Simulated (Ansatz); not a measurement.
The cell is the one relaxed in the Materials Project (mp-632291), not relaxed further here; entries there can be hypothetical. The listed cell was then made from it by scaling, straining or moving an atom.

An input for H: DFT, PBE, all-electron LAPW, scalar-relativistic (Ansatz 0.2.0).

```yaml
crystal:
  lattice:
    - [-1.6686730936, 1.6686730936, 2.0306533635]
    - [1.6686730936, -1.6686730936, 2.0306533635]
    - [1.6686730936, 1.6686730936, -2.0306533635]
  atoms:
    - { symbol: H, position: [0.90986229, 0.90986229, 0.0] }
    - { symbol: H, position: [0.09013771, 0.09013771, 0.0] }
kpoints:
  mp_grid: { grid: [12, 12, 12] }
scf:
  occupations: { method: fermi_dirac, width: 0.01 }
hamiltonian:
  xc: pbe
  pseudopotentials: { kind: all_electron, lapw: { basis_error: 0.0005 } }
output:
  forces: true
  stress: true
  eigenvalues: true
```

The results part of the log:

```
SCF 1 converged in 5 iterations: F = -31.750141 eV  dr2 = 2.69e-8
SCF converged after 5 iterations
Free energy (F): -31.750141 eV
Harris-Foulkes:  -31.750141 eV  (|F-HF|=2.86e-8)
Internal energy: -31.750141 eV  (E = F + TS)
E sigma→0 (E₀):  -31.750141 eV
Fermi energy:    -3.413269 eV
--- Per-component energies (eV) ---
  E_band       = -17.670253
  E_kinetic    = 31.447557
  E_xc         = -18.988230
  E_electrostatic = -44.209468  (all electrons and nuclei)
  E_smearing   = -0.000000  (= −TS)
  E_closure    = 0.000000  (closes the sum)
  E_atoms      = -24.976494  (free atoms, spherical and without spin; not in F)
  Σ components = -31.750141   (vs F -31.750141, Δ=0.00e0)
  Basis errors (estimates in eV, not in F): energy 4.1e-4 per atom: plane waves 4.0e-4 (2.6e-4 summed), levels above the bands 0.0e0, relativity 8.4e-10, radial functions 3.7e-6, core shells 0.0e0; eigenvalues (radial functions only) 2.1e-4; not estimated: angular momenta, meshes, grids; target (lapw.basis_error) 5.0e-4; muffin-tin radii H 0.366 Å
--- Forces (eV/Å), atoms counted from 1 ---
  atom   1  H      0.00000000    -0.00000000    -0.63615609
  atom   2  H      0.00000000    -0.00000000     0.63615609
  max |Σ_I F_I| component: 3.47e-18 eV/Å
--- Stress (GPa, compression-positive) ---
        0.452961       0.000000       0.000000
        0.000000       0.452961      -0.000000
        0.000000      -0.000000       3.820169
  P = ⅓ Tr σ = 1.5754 GPa (15.754 kbar)
--- Band table (eV; the first three rows and the last of 163) ---
  k-point 0: bands = ["-10.3943", "5.9610", "9.5873", "16.0812", "16.0812"]
  k-point 1: bands = ["-10.2918", "5.7027", "9.2503", "15.3500", "16.3519"]
  k-point 2: bands = ["-9.9989", "5.0662", "8.4875", "14.0918", "15.0505"]
  k-point 162: bands = ["-7.8940", "2.3660", "7.8797", "8.4836", "8.4836"]
```
